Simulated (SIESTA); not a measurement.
Runs of SIESTA 5.4.2 on MgS. The structure is cubic, space group F-43m (No. 216). Conventional cell: a = 5.666 Å, b = 5.666 Å, c = 5.666 Å, α = 90.00°, β = 90.00°, γ = 90.00°. S (site symmetry -43m) is surrounded by 4 Mg at 2.45 Å. Mg (site symmetry -43m) is surrounded by 4 S at 2.45 Å. The cell comes from a database or a generator and needn't be the stable form of this composition.

```tsv
task	level	potentials or basis	cell	gap on the mesh (eV)	pressure (GPa)	V0 of scaled cells (Å³/atom)	B0 (GPa)
equation of state	PBEsol	PseudoDojo 0.4 standard (PBEsol files), DZP (energy shift 0.003 Ry; two zetas on semicore shells)	as given	-	-	23.24	(c)
single point	PBEsol	PseudoDojo 0.4 standard (PBEsol files), DZP (energy shift 0.003 Ry; two zetas on semicore shells)	atoms moved at random, drawn with an rms of 0.05 Å	3.18	1.4	-	-
band structure	LDA	PseudoDojo 0.4 standard (LDA files), DZP (energy shift 0.003 Ry; two zetas on semicore shells)	as given	3.19	-0.3	-	-
equation of state	LDA	PseudoDojo 0.4 standard (LDA files), DZP (energy shift 0.003 Ry; two zetas on semicore shells)	as given	-	-	(a)	(b)
single point	PBE	PseudoDojo 0.4 standard (PBE files), DZP (energy shift 0.003 Ry; two zetas on semicore shells)	as given	3.39	2.7	-	-
```

Alike in all rows: no spin polarisation; k mesh 8 × 8 × 8; smearing fermi-dirac 0.05 eV; grid cutoff 800 Ry; energy shift 0.003 Ry.

Fill in the values left out.

(a) 22.60; (b) 58; (c) 55.

Caveats: the basis of atomic orbitals isn't converged, which shifts pressures, moduli and gaps.

A k mesh can miss the band edges.
